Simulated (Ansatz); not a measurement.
# Au in Ansatz: the effect of functional

The system is Au.

```
CELL_PARAMETERS angstrom
1.39224 -2.52139 0.00000
1.39224 2.52139 0.00000
0.00000 0.00000 4.82704
ATOMIC_POSITIONS crystal
Au 0.33467 0.66533 0.25000
Au 0.66533 0.33467 0.75000
```

This isn't the form of Au at room conditions, which is fcc.

The cell isn't the ideal one: volume scaled by 0.96.

Alike in all runs:

* Program: Ansatz 0.2.0
* Task: single point
* Potentials or basis: Ansatz PAW
* k mesh: 11 × 11 × 6
* Occupations: fermi-dirac, width 0.05 eV
* Spin: no spin polarisation

**Question.** One run gave: pressure 1.3 GPa; largest force 0.04 eV/Å. Which functional did it use?
A. PBEsol
B. LDA
C. r2SCAN

**Answer.** A.

```csv
functional,cutoff,pressure (GPa),largest force (eV/Å)
LDA,420 eV (not typed: the program's choice for these potentials),-3.4,0.03
PBEsol,420 eV (not typed: the program's choice for these potentials),1.3,0.04
r2SCAN,500 eV (not typed: the program's choice for these potentials),6.5,0.03
```

Caveats: the PAW data sets come from PBE, with cores solved anew for the run's functional, which leaves a small shift of forces and pressure.

Runs at the PBE level aren't shown here.
